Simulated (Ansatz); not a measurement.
**WC under changes of volume**

One of the cells (10.542 Å³/atom); the others are scaled copies at fixed shape and fractional positions:

```
W C
1.0
     0.00000    2.19268    2.19268
     2.19268    0.00000    2.19268
     2.19268    2.19268    0.00000
W C
1 1
Cartesian
  0.0000 0.0000 0.0000
  2.1927 2.1927 2.1927
```

Measurements of this composition are mostly on another form, of space group No. 187.

```yaml
Program: Ansatz 0.2.0
Functional: PBEsol
Potentials_or_basis: all-electron LAPW, scalar-relativistic
Cutoff: 364 eV (chosen from the basis error)
Basis_error_allowed: 0.0005 eV/atom
k_mesh: 10 × 10 × 10
Occupations: fermi-dirac, width 0.05 eV
Spin: no spin polarisation
```

| volume (Å³/atom) | energy over the lowest point (meV/atom) | pressure (GPa) |
| --- | --- | --- |
| 9.910 | 13.93 | 14.2 |
| 10.120 | ? | ? |
| 10.331 | 0.00 | -2.9 |
| 10.542 | 8.78 | -10.2 |
| 10.753 | 26.62 | -16.7 |
| 10.964 | 52.61 | -22.6 |
| 11.175 | 85.89 | -27.8 |

Q: What does the run at 10.120 Å³/atom give?

A: Energy over the lowest point 1.33 meV/atom; pressure 5.2 GPa.

Worked out: A Birch-Murnaghan fit of order 3 (a polynomial in V^(-2/3)) to the other rows has its minimum at 10.25 Å³/atom with B0 = V·E''(V) = 389 GPa and B' = 4.3. It gives 1.36 meV/atom at 10.120 Å³/atom, against the run's 1.33, and -dE/dV = 5.2 GPa, against 5.2.

Energies are extrapolated to zero smearing.
